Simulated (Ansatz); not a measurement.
## Sb under changes of volume

One of the cells (26.213 Å³/atom); the others are scaled copies at fixed shape and fractional positions:

```
Sb
1.0
    -1.87134    1.87134    1.87134
     1.87134   -1.87134    1.87134
     1.87134    1.87134   -1.87134
Sb
1
Direct
  0.00000 0.00000 0.00000
```

This isn't the form of Sb at room conditions, which is rhombohedral.

| Quantity | Value |
| --- | --- |
| Program | Ansatz 0.2.0 |
| Functional | PBE |
| Potentials or basis | all-electron LAPW, scalar-relativistic |
| Cutoff | 187 eV (chosen from the basis error) |
| Basis error allowed | 0.0005 eV/atom |
| k mesh | 10 × 10 × 10 |
| Occupations | fermi-dirac, width 0.05 eV |
| Spin | no spin polarisation |

```csv
volume (Å³/atom),energy over the lowest point (meV/atom),pressure (GPa)
24.640,66.91,8.2
25.165,?,?
25.689,24.87,4.7
26.213,11.96,3.2
26.737,3.82,1.8
27.262,0.00,0.5
27.786,0.11,-0.6
```

Task: What does the run at 25.165 Å³/atom give?

Result: Energy over the lowest point 43.02 meV/atom; pressure 6.4 GPa.

Worked out: A Birch-Murnaghan fit of order 3 (a polynomial in V^(-2/3)) to the other rows has its minimum at 27.51 Å³/atom with B0 = V·E''(V) = 60 GPa and B' = 3.9. It gives 42.99 meV/atom at 25.165 Å³/atom, against the run's 43.02, and -dE/dV = 6.4 GPa, against 6.4.

Energies are extrapolated to zero smearing.
